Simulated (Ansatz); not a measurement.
The system is PtS2.

```
Pt S
1.0
     3.54320    0.00000    0.00000
    -1.77160    3.06850    0.00000
     0.00000    0.00000    5.03880
Pt S
1 2
Direct
  0.00000 0.00000 0.00000
  0.66667 0.33333 0.77300
  0.33333 0.66667 0.22700
```

Program: Ansatz 0.2.0. Alike in all runs: task band structure; potentials or basis Ansatz PAW; no spin polarisation; cell as given; k mesh 5 × 5 × 3; smearing fermi-dirac 0.05 eV.

Task: Order these runs on this cell by their pressure, lowest first.
A. level HF; cutoff (eV) 420
B. level r2SCAN0; cutoff (eV) 500
C. level PBEsol0; cutoff (eV) 420
D. level HSE03; cutoff (eV) 420

Result: C (3.4 GPa), B (5.7 GPa), D (7.4 GPa), A (11.7 GPa).

Caveats: the PAW data sets come from PBE, with cores solved anew for the run's functional, which leaves a small shift of forces and pressure; the thresholds are loose for stress.
